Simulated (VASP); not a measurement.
Write the native input for VASP 6.6.1 that does the following.

```
Task                   : band structure
Functional             : AM05
Potentials or basis    : VASP PAW PBE potentials, release 64 (Ag)
Cutoff                 : 520 eV
k mesh                 : 11 × 11 × 11
Occupations            : fermi-dirac, width 0.05 eV
Spin                   : no spin polarisation
Further INCAR settings : ALGO = Normal; EDIFF = 1e-07
```

The structure of Ag lies in POSCAR:

```
Ag
1.0
    0.0000000000      2.0427500000      2.0427500000
    2.0427500000      0.0000000000      2.0427500000
    2.0427500000      2.0427500000      0.0000000000
Ag
1
Direct
    0.0000000000      0.0000000000      0.0000000000
```

The input as run:

INCAR

```
SYSTEM = Ag
PREC = Accurate
ENCUT = 520
EDIFF = 1E-7
ISMEAR = -1
SIGMA = 0.05
LREAL = .False.
LASPH = .True.
NELM = 100
ALGO = Normal
ISIF = 2
LWAVE = .False.
LCHARG = .False.
LMAXMIX = 4
GGA = AM
```

KPOINTS

```
regular mesh
0
Gamma
  11 11 11
  0 0 0
```

KPOINTS_OPT

```
path GXWKGLUWLK,UX
20
line-mode
reciprocal
 0.0000000000  0.0000000000  0.0000000000  G
 0.5000000000  0.0000000000  0.5000000000  X

 0.5000000000  0.0000000000  0.5000000000  X
 0.5000000000  0.2500000000  0.7500000000  W

 0.5000000000  0.2500000000  0.7500000000  W
 0.3750000000  0.3750000000  0.7500000000  K

 0.3750000000  0.3750000000  0.7500000000  K
 0.0000000000  0.0000000000  0.0000000000  G

 0.0000000000  0.0000000000  0.0000000000  G
 0.5000000000  0.5000000000  0.5000000000  L

 0.5000000000  0.5000000000  0.5000000000  L
 0.6250000000  0.2500000000  0.6250000000  U

 0.6250000000  0.2500000000  0.6250000000  U
 0.5000000000  0.2500000000  0.7500000000  W

 0.5000000000  0.2500000000  0.7500000000  W
 0.5000000000  0.5000000000  0.5000000000  L

 0.5000000000  0.5000000000  0.5000000000  L
 0.3750000000  0.3750000000  0.7500000000  K

 0.6250000000  0.2500000000  0.6250000000  U
 0.5000000000  0.0000000000  0.5000000000  X
```

Potentials or basis: VASP PAW PBE potentials, release 64 (Ag).

Run with:

```sh
$ cat potpaw_PBE.64/Ag/POTCAR > POTCAR
$ mpirun -np 1 vasp_std > vasp.out
```

It gave:

| Property | Result |
| --- | --- |
| Pressure | -2.9 GPa |
| Band gap along the path | none (metal or under the smearing width) |

Caveat: the PAW data sets were made with another functional, which shifts forces and pressure a little.

It took 38 s on 1 thread of Intel(R) Xeon(R) Platinum 8175M CPU @ 2.50GHz (Skylake/Cascade Lake), with other jobs on the host, peak memory 0.15 GiB.
